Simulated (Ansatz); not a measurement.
# AlNi3: convergence and cost

Aim, for AlNi3: relax the cell with several choices of k mesh.

Program: Ansatz 0.2.0. Level of theory: DFT r2SCAN, scalar-relativistic, plane waves, PAW. These are calculated values, not measurements.

1 further run of the same task is left out (set aside as unsound or not needed).

**1. Starting point**

It takes space group Fm-3m (No. 225, cubic). Conventional cell: a = 5.604 Å, b = 5.604 Å, c = 5.604 Å, α = 90.00°, β = 90.00°, γ = 90.00°. Al (site symmetry m-3m) is surrounded by 8 Ni at 2.43 Å. Around Ni (site symmetry -43m) lie 4 Al at 2.43 Å and 4 Ni at 2.43 Å. Ni (site symmetry m-3m) has 8 Ni at 2.43 Å in its first shell of neighbours.

As a file:

```
Al Ni
1.0
     0.00000    2.80189    2.80189
     2.80189    0.00000    2.80189
     2.80189    2.80189    0.00000
Al Ni
1 3
Direct
  0.50000 0.50000 0.50000
  0.25000 0.25000 0.25000
  0.00000 0.00000 0.00000
  0.75000 0.75000 0.75000
```

Source of the structure: the Materials Project (structure only). It is taken as it stands there.

**2. The base input**

The input, input.yaml:

```yaml
crystal:
  lattice:
    - [0.0, 2.8018887551, 2.8018887551]
    - [2.8018887551, 0.0, 2.8018887551]
    - [2.8018887551, 2.8018887551, 0.0]
  atoms:
    - { symbol: Al, position: [0.5, 0.5, 0.5] }
    - { symbol: Ni, position: [0.25, 0.25, 0.25] }
    - { symbol: Ni, position: [0.0, 0.0, 0.0], spin: 0.13 }
    - { symbol: Ni, position: [0.75, 0.75, 0.75] }
basis:
  ecutwfc: 500
kpoints:
  mp_grid: { grid: [14, 14, 14] }
hamiltonian:
  xc: r2scan
scf:
  occupations: { method: gaussian, width: 0.1 }
output:
  forces: true
  stress: true
  eigenvalues: true
  populations: true
  write_density: true
  write_potential: true
  elf: true
  volumetric_format: npy
magnetization:
  spin_polarized: true
```

Its results, from an earlier run: -4519.4213 eV/atom at zero smearing, pressure -0.01 GPa, largest force 0.000 eV/Å, no gap on the mesh, in 75 SCF cycles and 7.8 min.

**3. Relaxation, k mesh: 1×1×1**

The input, input.yaml:

```yaml
crystal:
  lattice:
    - [0.0, 2.8018887551, 2.8018887551]
    - [2.8018887551, 0.0, 2.8018887551]
    - [2.8018887551, 2.8018887551, 0.0]
  atoms:
    - { symbol: Al, position: [0.5, 0.5, 0.5] }
    - { symbol: Ni, position: [0.25, 0.25, 0.25] }
    - { symbol: Ni, position: [0.0, 0.0, 0.0] }
    - { symbol: Ni, position: [0.75, 0.75, 0.75] }
basis:
  ecutwfc: 500
kpoints:
  mp_grid: { grid: [1, 1, 1] }
hamiltonian:
  xc: r2scan
scf:
  occupations: { method: gaussian, width: 0.1 }
output:
  forces: true
  stress: true
  eigenvalues: true
relax:
  adjacent_minimum: "off"
  f_tol: 0.01
  max_steps: 60
  cell: { stress_tol: 0.05 }
```

Started as:

```bash
> ansatz run input.yaml --threads 1 --pin off --max-ram 2560MiB --backend cpu --events-out ev --progress --plain --runs-dir out
```

**4. Relaxation, k mesh: 2×2×2**

Changes to input.yaml since step 3:

```diff
@@ -13,3 +13,3 @@
 kpoints:
-  mp_grid: { grid: [1, 1, 1] }
+  mp_grid: { grid: [2, 2, 2] }
 hamiltonian:
```

**5. Relaxing with k mesh 4×4×4**

Changes to input.yaml since step 4:

```diff
@@ -13,3 +13,3 @@
 kpoints:
-  mp_grid: { grid: [2, 2, 2] }
+  mp_grid: { grid: [4, 4, 4] }
 hamiltonian:
```

**6. Relaxation, k mesh: 6×6×6**

Changes to input.yaml since step 5:

```diff
@@ -13,3 +13,3 @@
 kpoints:
-  mp_grid: { grid: [4, 4, 4] }
+  mp_grid: { grid: [6, 6, 6] }
 hamiltonian:
```

**7. Relaxation, k mesh: 8×8×8**

Changes to input.yaml since step 6:

```diff
@@ -13,3 +13,3 @@
 kpoints:
-  mp_grid: { grid: [6, 6, 6] }
+  mp_grid: { grid: [8, 8, 8] }
 hamiltonian:
```

**8. Relaxing with k mesh 14×14×14**

Changes to input.yaml since step 7:

```diff
@@ -13,3 +13,3 @@
 kpoints:
-  mp_grid: { grid: [8, 8, 8] }
+  mp_grid: { grid: [14, 14, 14] }
 hamiltonian:
```

(Steps that only read results are left out.)

Q: Predict the outcome of the series: the values and the trend.

The runs gave:

| quantity | value |
| --- | --- |
| relaxed volume by k mesh (Å³/atom) | 1×1×1: 11.21; 2×2×2: 11.01; 4×4×4: 11.00; 6×6×6: 11.00; 8×8×8: 11.00; 14×14×14: 11.00 |

The relaxed volumes span 1.9 %. From 2×2×2 on the volume holds to 0.5 %, at 0.2 of the time of the best run. Spin polarisation is off in the runs that give these values; a magnetic solution could lie lower.
